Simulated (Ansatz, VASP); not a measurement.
**Cross-check of Ir (Ir wire along [100], 16 atoms a period) between VASP and Ansatz**

Aim: how closely do two programs agree when they are given the same cell, functional and k mesh? The structure shown is the start of the Ansatz relaxation below; VASP solves that cell, so the two are compared at the walk's first step.

Calculated with Ansatz 0.2.0; plane waves, with VASP 6.6.1 beside it; single point at PBE.

## (1) The starting structure

The cell holds 16 atoms: 16 Ir. Cell: a = 12.605 Å, b = 12.605 Å, c = 3.870 Å, α = 90.0°, β = 90.0°, γ = 90.0°. Vacuum lies along a and b. The structure's axis is c.

## (2) Ansatz: relaxation, PBE

Ansatz runs on its PAW soft_1 files.

The two programs are compared at the cell with which this relaxation starts, whose forces are those of its first step.

Contents of input.yaml:

```yaml
crystal:
  lattice:
    - [12.605, 0.0, 0.0]
    - [0.0, 12.605, 0.0]
    - [0.0, 0.0, 3.87]
  atoms:
    - { symbol: Ir, position: [0.269734232, 0.269734232, 0.0] }
    - { symbol: Ir, position: [0.269734232, 0.576755256, 0.0] }
    - { symbol: Ir, position: [0.423244744, 0.423244744, 0.0] }
    - { symbol: Ir, position: [0.423244744, 0.730265768, 0.0] }
    - { symbol: Ir, position: [0.576755256, 0.269734232, 0.0] }
    - { symbol: Ir, position: [0.576755256, 0.576755256, 0.0] }
    - { symbol: Ir, position: [0.730265768, 0.423244744, 0.0] }
    - { symbol: Ir, position: [0.730265768, 0.730265768, 0.0] }
    - { symbol: Ir, position: [0.269734232, 0.423244744, 0.5] }
    - { symbol: Ir, position: [0.269734232, 0.730265768, 0.5] }
    - { symbol: Ir, position: [0.423244744, 0.269734232, 0.5] }
    - { symbol: Ir, position: [0.423244744, 0.576755256, 0.5] }
    - { symbol: Ir, position: [0.576755256, 0.423244744, 0.5] }
    - { symbol: Ir, position: [0.576755256, 0.730265768, 0.5] }
    - { symbol: Ir, position: [0.730265768, 0.269734232, 0.5] }
    - { symbol: Ir, position: [0.730265768, 0.576755256, 0.5] }
kpoints:
  mp_grid: { grid: [1, 1, 21] }
scf:
  occupations: { method: fermi_dirac, width: 0.05 }
hamiltonian:
  xc: pbe
  pseudopotentials: { kind: paw, azcp: { folder: soft_1 } }
relax:
  cell: { fix: [a, b, alpha, beta, gamma] }
  max_steps: 45
  f_tol: 0.03
```

On the command line:

```console
> ansatz run input.yaml --threads 4 --pin off --max-ram 16384MiB --backend cpu --events-out ev --progress --plain --runs-dir out
```

Numbers of over 12 decimals in the logs are rounded to 6 here.

Log:

```text
Engine: ansatz 0.2.0, x86_64-unknown-linux-gnu
Pseudopotentials: kind: paw
Pseudopotential: Ir, paw, valence charge 17, recommended cutoff 420 eV (normal), soft_1/Ir.paw.azcp
Functional definition: PBE
  parameter kappa = 0.804
  parameter beta = 0.066725
  exchange = pbe_x(kappa = kappa, mu = beta*pi^2/3)
  correlation = pbe_c(beta = beta)
Crystal: 16 atoms, lattice volume = 614.889 Å³
Basis set: ecut = 420 eV, 12057 PW (Γ), exchange–correlation on 180×180×54 points (8 copies of the dense FFT grid, shifted against one another)
Bands: 164, of which v1, the nominal top of the filled ones, is band 136 counted from 1 (135 counted from 0)
Symmetry: 16 space group operations
Space group: P42/mcm (ITA 132), of the structure as read, at distance tolerance 8.5e-5 Å
k-points: 11 of 21
Non-local potential: Ir, projectors of the file, l = 0: 3, l = 1: 2, l = 2: 2, l = 3: 1
PAW form: soft (Blöchl's): semilocal exchange-correlation on the pseudo side does not see the compensation charge
PAW one-centre angular grid: Ir, 590 points (default); XC on 64 Gauss nodes
Initial density: superposition of atomic densities (neutral atoms: chi_scale 0, normalization atom)
Initial wavefunctions: pseudopotential atomic-orbital guess
Functional: x = pbe(κ = 0.804, μ = 0.219515), c = pbe(β = 0.066725)
SCF iter   1: F=—  HF=-190970.280419 eV  |F-HF|=—  |Δ(HF+E_count)|=         —  Δρ=3.57e-2  dr2=1.61e1  ethr=3.10e-3  ⟨swp⟩=7.1  Hψ=7251  notcnv=0  defer=24
preconditioner: auto → LDOS  [metal: Δε(μ)=0.014 eV  Ē_g=5.151 eV  σ=0.050 eV  W_gap=0.07  n_scr=142 (ndim 8)  ℏωp=18.0 eV  f_vac=0.465  D(μ)=31.22/eV (n_scr^D=290)  β→1.0]
SCF iter   2: F=—  HF=-190970.136739 eV  |F-HF|=—  |Δ(HF+E_count)|=   1.44e-1  Δρ=3.81e-2  dr2=1.65e1  ethr=3.10e-3  ⟨swp⟩=3.0  Hψ=4553  notcnv=0  defer=70
SCF iter   3: F=—  HF=-190966.466240 eV  |F-HF|=—  |Δ(HF+E_count)|=    3.67e0  Δρ=5.07e-3  dr2=3.00e-1  ethr=3.10e-3  ⟨swp⟩=2.9  Hψ=3153  notcnv=0  defer=69
SCF iter   4: F=—  HF=-190966.423469 eV  |F-HF|=—  |Δ(HF+E_count)|=   4.28e-2  Δρ=2.92e-3  dr2=5.38e-2  ethr=1.10e-4  ⟨swp⟩=2.7  Hψ=3263  notcnv=0  defer=68
SCF iter   5: F=—  HF=-190966.415938 eV  |F-HF|=—  |Δ(HF+E_count)|=   7.53e-3  Δρ=9.39e-4  dr2=1.03e-2  ethr=1.98e-5  ⟨swp⟩=2.1  Hψ=3230  notcnv=0  defer=68
SCF iter   6: F=—  HF=-190966.414940 eV  |F-HF|=—  |Δ(HF+E_count)|=   9.98e-4  Δρ=4.27e-4  dr2=1.80e-3  ethr=3.77e-6  ⟨swp⟩=2.9  Hψ=3228  notcnv=0  defer=68
SCF iter   7: F=—  HF=-190966.414690 eV  |F-HF|=—  |Δ(HF+E_count)|=   2.50e-4  Δρ=1.16e-4  dr2=3.17e-4  ethr=6.60e-7  ⟨swp⟩=2.0  Hψ=2642  notcnv=0  defer=68
SCF iter   8: F=—  HF=-190966.414689 eV  |F-HF|=—  |Δ(HF+E_count)|=   1.03e-6  Δρ=3.83e-5  dr2=1.53e-5  ethr=1.17e-7  ⟨swp⟩=2.1  Hψ=2546  notcnv=0  defer=68
SCF iter   9: F=—  HF=-190966.413907 eV  |F-HF|=—  |Δ(HF+E_count)|=   7.82e-4  Δρ=1.58e-5  dr2=3.71e-6  ethr=5.62e-9  ⟨swp⟩=2.8  Hψ=2695  notcnv=0  defer=68
SCF iter  10: F=—  HF=-190966.413907 eV  |F-HF|=—  |Δ(HF+E_count)|=   2.26e-7  Δρ=6.31e-6  dr2=6.20e-7  ethr=1.36e-9  ⟨swp⟩=2.0  Hψ=1842  notcnv=0  defer=68
SCF iter  11: F=-190966.413907 eV  HF=-190966.413907 eV  |F-HF|=5.10e-8  |Δ(HF+E_count)|=   3.06e-9  Δρ=1.93e-6  dr2=6.62e-8  ethr=3.68e-11  ⟨swp⟩=3.5  Hψ=7131  notcnv=0
SCF 1 converged in 11 iterations: F = -190966.413907 eV  dr2 = 6.62e-8
  greatest PAW one-centre occupation: 1.000 electrons in one spin orbital (limit 2), on the Ir atom at site 12 (counted from 0), in its partial waves of l = 0
relax step   1: F+E_penalty+E_count = -190966.41390731 eV  Δ(F+E_penalty+E_count) = +0.000e0 eV  max|allowed force component| = 1.290e0 eV/Å  Δτ_max = 0.0000 Å  P = -8.217 GPa  Ω = 614.889 Å³  fix = [a, b, alpha, beta, gamma]  reactions: a -6.854, b -6.854 GPa  (11 SCF iters, dr2 threshold 1.00e-7 eV, accepted)
[...]
relax step   4: F+E_penalty+E_count = -190968.16808426 eV  Δ(F+E_penalty+E_count) = -1.193e-2 eV  max|allowed force component| = 4.389e-2 eV/Å  Δτ_max = 0.0121 Å  P = -0.093 GPa  Ω = 584.319 Å³  energy of the carried Pulay correction = +5.524e-3 eV  fix = [a, b, alpha, beta, gamma]  reactions: a -0.100, b -0.100 GPa  (6 SCF iters, dr2 threshold 1.60e-6 eV, accepted)
[...]
relax step   5: F+E_penalty+E_count = -190968.16879659 eV  Δ(F+E_penalty+E_count) = -7.123e-4 eV  max|allowed force component| = 7.258e-3 eV/Å  Δτ_max = 0.0029 Å  P = -0.013 GPa  Ω = 584.244 Å³  energy of the carried Pulay correction = +5.539e-3 eV  fix = [a, b, alpha, beta, gamma]  reactions: a -0.012, b -0.012 GPa  (6 SCF iters, dr2 threshold 1.20e-7 eV, accepted)
[...]
relax step   6: F+E_penalty+E_count = -190968.16221586 eV  Δ(F+E_penalty+E_count) = +6.581e-3 eV  max|allowed force component| = 7.332e-3 eV/Å  Δτ_max = 0.0000 Å  P = -0.006 GPa  Ω = 584.244 Å³  fix = [a, b, alpha, beta, gamma]  reactions: a -0.005, b -0.005 GPa  stress off target by 8.98e-3 GPa on what of the cell is left free  SCF on the basis re-selected at this cell (its energy is not comparable with the rows above)  (7 SCF iters)
basis re-selected at this cell: Δ(F+E_penalty+E_count) = +6.581e-3 eV, ΔP = +0.007 GPa vs the last step (what re-selecting the basis moved, of the pressure what is left beyond the Pulay correction that the steps carried, after the strain that the cell walked since its last selection, with what the two solves' SCF thresholds leave and, on support functions, any second-order correction that the steps lacked; it is no measure of the basis error at this ecutwfc). The dense FFT grid was sized anew with the basis: this SCF ran on 90×90×25 points, the steps before it on 90×90×27, so part of this shift can come from that change (see relax.cell in the input reference). [rest of the remark cut]
SCF converged after 7 iterations
Free energy (F): -190968.162216 eV
Harris-Foulkes:  -190968.162216 eV  (|F-HF|=0.00e0)
Internal energy: -190967.921156 eV  (E = F + TS)
E sigma→0 (E₀):  -190968.041686 eV
Entropy (-TS):   -0.241060 eV (-15.066 meV/atom)
Fermi energy:    6.871241 eV
--- Per-component energies (eV) ---
  E_band       = -6293.585300
  E_kinetic    = 8630.975963
  E_local      = -131693.061142  (includes V_loc(G=0)·N_el)
  E_nonlocal   = 3052.517115
  E_hartree    = 61144.938635
  E_xc         = -3661.961789
  E_vxc        = -4076.051010  (∫ρ·V_xc dr)
  E_paw        = -148248.114976  (= ΣΔE_a)
  E_vpaw       = -4497.848045  (= ΣTr[D̂ρ^β])
  E_aug_tail   = 0.005619  (compensation charges beyond the density's cutoff)
  E_ewald      = 19806.779419
  E_smearing   = -0.241060  (= −TS)
  E_closure    = -0.000000  (closes the sum)
  Σ components = -190968.162216   (vs F -190968.162216, Δ=0.00e0)
--- Forces (eV/Å), atoms counted from 1 ---
  atom   1  Ir    -0.00224715    -0.00224715     0.00000000
  atom   2  Ir    -0.00244817    -0.00491701     0.00000000
  atom   3  Ir    -0.00733172    -0.00733172     0.00000000
  atom   4  Ir     0.00491701     0.00244817    -0.00000000
  atom   5  Ir    -0.00491701    -0.00244817     0.00000000
  atom   6  Ir     0.00733172     0.00733172    -0.00000000
  atom   7  Ir     0.00244817     0.00491701    -0.00000000
  atom   8  Ir     0.00224715     0.00224715    -0.00000000
  atom   9  Ir    -0.00244817     0.00491701     0.00000000
  atom  10  Ir    -0.00224715     0.00224715     0.00000000
  atom  11  Ir     0.00491701    -0.00244817    -0.00000000
  atom  12  Ir    -0.00733172     0.00733172     0.00000000
  atom  13  Ir     0.00733172    -0.00733172    -0.00000000
  atom  14  Ir    -0.00491701     0.00244817     0.00000000
  atom  15  Ir     0.00224715    -0.00224715    -0.00000000
  atom  16  Ir     0.00244817    -0.00491701    -0.00000000
  max |Σ_I F_I| component: 8.67e-19 eV/Å
--- Stress (GPa, compression-positive) ---
       -0.004768      -0.000000       0.000000
       -0.000000      -0.004768      -0.000000
        0.000000      -0.000000      -0.008977
  P = ⅓ Tr σ = -0.0062 GPa (-0.062 kbar)
--- Relaxed structure (5 steps of the walk, 5 accepted, 1 SCFs on fresh bases) ---
  F+E_penalty+E_count = -190968.16221586 eV   max|allowed force component| = 7.332e-3 eV/Å   (the final SCF, on the basis selected at the relaxed cell)
  cell:  # Å, volume = 584.2443 Å³
    - [12.605, 0, 0]
    - [0, 12.605, 0]
    - [0, 0, 3.677129]
  atoms:
    - { symbol: Ir, position: [0.274882, 0.274882, 0] }
    - { symbol: Ir, position: [0.272907, 0.576200, 0] }
    - { symbol: Ir, position: [0.421964, 0.421964, 0] }
    - { symbol: Ir, position: [0.423800, 0.727093, 0] }
    - { symbol: Ir, position: [0.576200, 0.272907, 0] }
    - { symbol: Ir, position: [0.578036, 0.578036, 0] }
    - { symbol: Ir, position: [0.727093, 0.423800, 0] }
    - { symbol: Ir, position: [0.725118, 0.725118, 0] }
    - { symbol: Ir, position: [0.272907, 0.423800, 0.5] }
    - { symbol: Ir, position: [0.274882, 0.725118, 0.5] }
    - { symbol: Ir, position: [0.423800, 0.272907, 0.5] }
    - { symbol: Ir, position: [0.421964, 0.578036, 0.5] }
    - { symbol: Ir, position: [0.578036, 0.421964, 0.5] }
    - { symbol: Ir, position: [0.576200, 0.727093, 0.5] }
    - { symbol: Ir, position: [0.725118, 0.274882, 0.5] }
    - { symbol: Ir, position: [0.727093, 0.576200, 0.5] }
```

(Part 1 of 2 ends here.)

[Lines on the potential files, build, host, timing and source positions are cut from VASP's logs without a mark.]

[Logs are printed without paths, hosts, clocks, repeated set-up lines and the standing remarks that a program may print on its own settings, such as how far it seeks lower states.]

[Hosts, paths, dates, database ids (printed as entryN), source tags and the programs' standing remarks are cut or masked in the printed files.]
